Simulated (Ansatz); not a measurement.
# HgSe (F-43m): exact exchange against the cheap answer

An exercise on one series of results from a longer session: the logs are not shown, and one member is left open.

Method: DFT at several levels, plane waves, PAW, in Ansatz 0.2.0.

## The structure to begin with

The structure is cubic, space group F-43m (No. 216). The conventional cell has a = 6.072 Å, b = 6.072 Å, c = 6.072 Å, α = 90.00°, β = 90.00°, γ = 90.00°. Around Hg (site symmetry -43m) lie 4 Se at 2.63 Å. Se (site symmetry -43m) has 4 Hg at 2.63 Å as nearest neighbours.

As a file:

```cif
data_structure
_symmetry_space_group_name_H-M 'F-43m'
_symmetry_Int_Tables_number 216
_cell_length_a 6.0720
_cell_length_b 6.0720
_cell_length_c 6.0720
_cell_angle_alpha 90.000
_cell_angle_beta 90.000
_cell_angle_gamma 90.000
_cell_volume 223.87
loop_
_atom_site_label
_atom_site_type_symbol
_atom_site_symmetry_multiplicity
_atom_site_Wyckoff_symbol
_atom_site_fract_x
_atom_site_fract_y
_atom_site_fract_z
_atom_site_occupancy
Hg1 Hg 4 a 0.00000 0.00000 0.00000 1
Se1 Se 4 c 0.25000 0.25000 0.25000 1
```

At PBE, an earlier run found 4.95 GPa for this cell of 27.984 Å³/atom (6×6×6 mesh), metallic. The cell is compressed at this level.

All runs below keep this geometry.

Levels to run, all on a 6×6×6 mesh: PBE; HSE06 form (fraction 0.35, screening 0.3 Å⁻¹); PBE0 form (fraction 0.05); HSE06 form (screening 0.1 Å⁻¹); PBE0 form (fraction 0.3). Hardware: 4 threads of Intel Xeon Platinum 8375C at 2.90GHz (Ice Lake), shared host.

The first run:

input.yaml reads:

```yaml
crystal:
  lattice:
    - [0.0, 3.0359996146, 3.0359996146]
    - [3.0359996146, 0.0, 3.0359996146]
    - [3.0359996146, 3.0359996146, 0.0]
  atoms:
    - { symbol: Hg, position: [0.0, 0.0, 0.0] }
    - { symbol: Se, position: [0.75, 0.75, 0.75] }
basis:
  ecutwfc: 420
  ecutrho_ratio: 4
kpoints:
  mp_grid: { grid: [6, 6, 6] }
hamiltonian:
  xc: pbe
scf:
  occupations: { method: gaussian, width: 0.05 }
output:
  forces: true
  stress: true
  eigenvalues: true
  populations: true
  write_density: true
  write_potential: true
  elf: true
  volumetric_format: npy
```

Command:

```sh
> ansatz run input.yaml --threads 4 --pin off --max-ram 6144MiB --backend cpu --events-out ev --progress --plain --runs-dir out
```

Steps of the session up to this table: PBE; HSE06 form (fraction 0.35, screening 0.3 Å⁻¹); PBE0 form (fraction 0.05); HSE06 form (screening 0.1 Å⁻¹); PBE0 form (fraction 0.3).

One table of the session follows, with a row left open; its other results are not shown here.

It belongs to the step «The sweep». 

| level | pressure (GPa) |
| --- | --- |
| PBE | 5.0 |
| HSE06 form (fraction 0.35, screening 0.3 Å⁻¹) | 2.6 |
| PBE0 form (fraction 0.05) | ? |
| HSE06 form (screening 0.1 Å⁻¹) | 2.9 |
| PBE0 form (fraction 0.3) | 2.5 |

**Question.** Estimate the row for PBE0 form (fraction 0.05).

As computed: pressure (GPa): 4.5. In the column «pressure (GPa)» it lies between HSE06 form (screening 0.1 Å⁻¹) (2.9) and PBE (5.0).

To keep in mind: «metal» means no gap on the mesh; bands that overlap can still move apart without opening one. Gaps are over this coarse mesh alone, and total energies of different levels can't be compared. The program warned that the SCF threshold is loose for the stress of this hybrid run. Warnings in the runs' records: stress scf threshold loose, stress exchange threshold loose, filled band counts differ across k points.
